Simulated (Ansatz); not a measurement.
Consider the formal exchange of groups at a C–O bond: `C[O][Sn]([F])([F])[F]` + phenol → `Cc1ccccc1O` + `[OH][Sn]([F])([F])[F]`.

Calculated with Ansatz (gas phase, PBE0-D4/def2-TZVP geometries, no zero-point term in ΔE). CCSD(T)/CBS adds triple-zeta CCSD(T) − MP2 to the extrapolated MP2 energy (def2 sets, frozen cores). Functionals use def2-TZVPP. Elements past krypton have def2 core potentials. For Sn outer-core shells are correlated without core-valence functions, which leaves a few kJ/mol of doubt a bond. Each species was taken in one conformer, which may not be the lowest.

| level | ΔE (kcal/mol) | difference from CCSD(T)/CBS |
| --- | --- | --- |
| LDA (SPW92) | -18.3 | -1.5 |
| r2SCAN | -16.3 | 0.5 |
| r2SCANh | -16.5 | 0.3 |
| CAM-B3LYP | -14.9 | 1.9 |
| HF/def2-SVP | -11.4 | 5.4 |
| CCSD(T)/def2-SVP | -15.2 | 1.6 |
| HF/def2-TZVPP | -12.9 | 3.9 |
| SCS-MP2/def2-TZVPP | -16.9 | -0.1 |
| HF/CBS(def2) | -12.8 | 4.0 |
| MP2/CBS(def2) | -19.0 | -2.2 |
| CCSD(T)/CBS | -16.8 | 0 |

What do rigid-rotor, harmonic-oscillator terms from PBE0-D4/def2-TZVP frequencies (298.15 K, 1 bar) make of the CCSD(T)/CBS value? (Best estimate.)

Ansatz gave: ΔZPE = -0.6 kcal/mol, ΔH = -17.4 kcal/mol, ΔS = -8 J/(mol·K), ΔG = -16.8 kcal/mol. Modes under 50 cm⁻¹ make the entropy rough.

Largest T1 diagnostic among the species: 0.015.

The D4 term adds −0.9 kcal/mol with B3LYP and −0.6 kcal/mol with PBE0; it sums over pairs of atoms, weighted by their polarisabilities, and B3LYP, whose exchange is more repulsive, gets the larger term. From BLYP to BHLYP (50 % exact exchange), in def2-TZVPP and without D4, ΔE moves by −1.5 kcal/mol.

B3LYP here is the variant with VWN-RPA as its local correlation; programs differ in this.

CCSD(T)/CBS has its own doubt, a few kJ/mol and more with outer-core shells, so smaller differences from it don't rank the levels.
